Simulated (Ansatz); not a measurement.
The system is CdSe.

```
Cd Se
1.0
     0.00000    3.07027    3.07027
     3.07027    0.00000    3.07027
     3.07027    3.07027    0.00000
Cd Se
1 1
Direct
  0.00000 0.00000 0.00000
  0.25000 0.25000 0.25000
```

Measurements of this composition are mostly on another form, of space group No. 186.

Below is the output of Ansatz 0.2.0 for this cell. Logs are shortened: lines on timing, memory, paths and dates and some standing lists are left out, and cuts for length are marked.

```text
Warning: RAYON_NUM_THREADS=1 ignored (pool sized by the plan → 1); use --threads N
LAPW: plane waves up to 7.683 Å⁻¹, error target 4.0e-3 eV per atom; small_component_spin mean_spin; Se in spheres of 1.267 Å, 24 of its electrons in bands, Dirac shells []; Cd in spheres of 1.392 Å, 20 of its electrons in bands, Dirac shells [] (how accurate: hamiltonian.pseudopotentials.lapw.basis_error, Limitations)
Engine: ansatz 0.2.0, aarch64-unknown-linux-gnu
Pseudopotentials: kind: all_electron
Pseudopotential: Cd, LAPW, valence charge 20, lapw/all_electron/scalar/gaussian/Cd, Koelling and Harmon's equation, gaussian nucleus
Pseudopotential: Se, LAPW, valence charge 24, lapw/all_electron/scalar/gaussian/Se, Koelling and Harmon's equation, gaussian nucleus
Functional definition: PBE
  parameter kappa = 0.804
  parameter beta = 0.06672455060314922
  exchange = pbe_x(kappa = kappa, mu = beta*pi^2/3)
  correlation = pbe_c(beta = beta)
Crystal: 2 atoms, lattice volume = 57.884 Å³
Basis set: ecut = 224.89795059278393 eV, 459 PW (Γ), exchange–correlation at level 2
Bands: 27, of which v1, the nominal top of the filled ones, is band 22 counted from 1 (21 counted from 0)
Symmetry: 24 space group operations
Space group: F-43m (ITA 216), of the structure as read, at distance tolerance 3.9e-5 Å
k-points: 16 of 216 (time reversal used)
Non-local potential: Cd, projectors of the file, none
Non-local potential: Se, projectors of the file, none
Initial density: superposition of atomic densities (chi_scale 0.1, normalization cell, long waves kept (reshape's long-wave potential 0.00 eV rms))
Initial wavefunctions: plane waves of lowest kinetic energy (no species holds an atomic orbital)
Functional: x = pbe(κ = 0.804, μ = 0.2195149727645171), c = pbe(β = 0.06672455060314922)
iter 1 solved again at ethr=2.33e-3 eV; its pass at ethr=1.00e-1 eV (dr2=1.03e0 eV) is discarded
SCF iter   1: F=—  HF=-218362.741479 eV  |F-HF|=—  |Δ(HF+E_count)|=         —  Δρ=2.86e-2  dr2=1.03e0  ethr=2.33e-3  ⟨swp⟩=2.0  Hψ=2729  notcnv=0
preconditioner: auto → none  [insulator: Δε(μ)=1.059 eV  Ē_g=12.365 eV  σ=0.030 eV  W_gap=1.00  n_scr=14 (ndim 8)  ℏωp=20.7 eV  f_vac=0.227  D(μ)=0.00/eV (n_scr^D=0)  ε∞_Penn≈3.8]
iter 2 solved again at ethr=5.03e-5 eV; its pass at ethr=2.33e-3 eV (dr2=2.21e-2 eV) is discarded
SCF iter   2: F=—  HF=-218362.395034 eV  |F-HF|=—  |Δ(HF+E_count)|=   3.46e-1  Δρ=7.31e-3  dr2=2.22e-2  ethr=5.03e-5  ⟨swp⟩=2.0  Hψ=2282  notcnv=0
SCF iter   3: F=—  HF=-218362.358733 eV  |F-HF|=—  |Δ(HF+E_count)|=   3.63e-2  Δρ=4.26e-3  dr2=1.12e-2  ethr=5.03e-5  ⟨swp⟩=2.9  Hψ=1350  notcnv=0
SCF iter   4: F=—  HF=-218362.358656 eV  |F-HF|=—  |Δ(HF+E_count)|=   7.69e-5  Δρ=1.38e-3  dr2=1.08e-3  ethr=2.56e-5  ⟨swp⟩=2.0  Hψ=1286  notcnv=0
SCF iter   5: F=—  HF=-218362.358803 eV  |F-HF|=—  |Δ(HF+E_count)|=   1.47e-4  Δρ=1.85e-4  dr2=1.32e-5  ethr=2.46e-6  ⟨swp⟩=2.1  Hψ=1253  notcnv=0
SCF iter   6: F=—  HF=-218362.358813 eV  |F-HF|=—  |Δ(HF+E_count)|=   1.00e-5  Δρ=4.59e-5  dr2=1.10e-6  ethr=3.00e-8  ⟨swp⟩=3.0  Hψ=1275  notcnv=0
SCF iter   7: F=-218362.358816 eV  HF=-218362.358816 eV  |F-HF|=1.10e-7  |Δ(HF+E_count)|=   2.77e-6  Δρ=8.67e-6  dr2=3.43e-8  ethr=2.51e-9  ⟨swp⟩=3.0  Hψ=1333  notcnv=0
SCF 1 converged in 7 iterations: F = -218362.358816 eV  dr2 = 3.43e-8
SCF converged after 7 iterations
Free energy (F): -218362.358816 eV
Harris-Foulkes:  -218362.358816 eV  (|F-HF|=1.10e-7)
Internal energy: -218362.358815 eV  (E = F + TS)
E sigma→0 (E₀):  -218362.358815 eV
Entropy (-TS):   -0.000001 eV (-0.001 meV/atom)
Fermi energy:    8.038522 eV
--- Per-component energies (eV) ---
  E_band       = -2108.132643
  E_kinetic    = 227171.114554
  E_xc         = -6605.773138
  E_electrostatic = -438927.700231  (all electrons and nuclei)
  E_smearing   = -0.000001  (= −TS)
  E_closure    = 0.000000  (closes the sum)
  E_atoms      = -218356.868614  (free atoms, spherical and without spin; not in F)
  Σ components = -218362.358816   (vs F -218362.358816, Δ=0.00e0)
  Basis errors (estimates in eV, not in F): energy 1.6e-3 per atom: plane waves 1.5e-3 (9.3e-4 summed), levels above the bands 3.5e-143, relativity 1.2e-7, radial functions 8.8e-5, core shells 4.7e-7; eigenvalues (radial functions only) 5.3e-6; not estimated: angular momenta, meshes, grids; target (lapw.basis_error) 4.0e-3; muffin-tin radii Se 1.267 Å, Cd 1.392 Å
--- Forces (eV/Å), atoms counted from 1 ---
  atom   1  Cd    -0.00000000     0.00000000    -0.00000000
  atom   2  Se     0.00000000    -0.00000000     0.00000000
  max |Σ_I F_I| component: 2.78e-17 eV/Å
--- Stress (GPa, compression-positive) ---
        1.323391       0.000000      -0.000000
        0.000000       1.323391       0.000000
       -0.000000       0.000000       1.323391
  P = ⅓ Tr σ = 1.3234 GPa (13.234 kbar)
--- Band table (eV; the first three rows and the last of 16) ---
  k-point 0: bands = ["-199.1689", "-138.6352", "-138.6352", "-138.6352", "-93.8367", "-54.9039", "-54.9039", "-54.9039", "-38.8492", "-38.8492", "-38.8492", "-38.8462", "-38.8462", "-4.6868", "-0.0933", "-0.0933", "-0.0933", "0.2507", "0.2507", "7.7477", "7.7477", "7.7477", "8.2962", "13.6896", "13.6896", "13.6896", "17.4182"]
  k-point 1: bands = ["-199.1689", "-138.6352", "-138.6352", "-138.6352", "-93.8367", "-54.9040", "-54.9039", "-54.9039", "-38.8493", "-38.8492", "-38.8492", "-38.8463", "-38.8463", "-4.6007", "-0.0667", "-0.0667", "-0.0085", "0.2499", "0.2499", "6.0833", "7.5499", "7.5499", "9.6001", "13.4323", "14.0009", "14.0009", "17.8488"]
  k-point 2: bands = ["-199.1689", "-138.6352", "-138.6352", "-138.6352", "-93.8367", "-54.9041", "-54.9040", "-54.9040", "-38.8493", "-38.8492", "-38.8492", "-38.8463", "-38.8463", "-4.4258", "-0.0225", "-0.0225", "0.2599", "0.2599", "0.2733", "4.3459", "7.1989", "7.1989", "10.1147", "14.2351", "14.2474", "14.2474", "17.5347"]
  k-point 15: bands = ["-199.1689", "-138.6352", "-138.6352", "-138.6352", "-93.8367", "-54.9041", "-54.9041", "-54.9040", "-38.8493", "-38.8492", "-38.8492", "-38.8463", "-38.8462", "-4.2282", "0.0815", "0.0968", "0.1933", "0.2763", "0.6723", "3.8725", "5.7151", "5.7389", "12.1353", "12.2987", "15.2475", "15.7456", "18.0149"]
```

Problem. What input gives this log?

Solution. Single point with PBE, no spin polarisation. The files as run (others can give the same):

input.yaml
```yaml
crystal:
  lattice:
    - [0.0, 3.0702711986, 3.0702711986]
    - [3.0702711986, 0.0, 3.0702711986]
    - [3.0702711986, 3.0702711986, 0.0]
  atoms:
    - { symbol: Cd, position: [0.0, 0.0, 0.0] }
    - { symbol: Se, position: [0.25, 0.25, 0.25] }
kpoints:
  mp_grid: { grid: [6, 6, 6] }
scf:
  occupations: { method: fermi_dirac, width: 0.03 }
hamiltonian:
  xc: pbe
  pseudopotentials: { kind: all_electron, lapw: { basis_error: 0.004 } }
output:
  forces: true
  stress: true
  eigenvalues: true
```

Potentials or basis: all-electron LAPW, scalar-relativistic.
Command:
```sh
$ ansatz run input.yaml --threads 1 --pin off --max-ram 3072MiB --backend cpu --events-out ev --progress --plain --runs-dir out
```
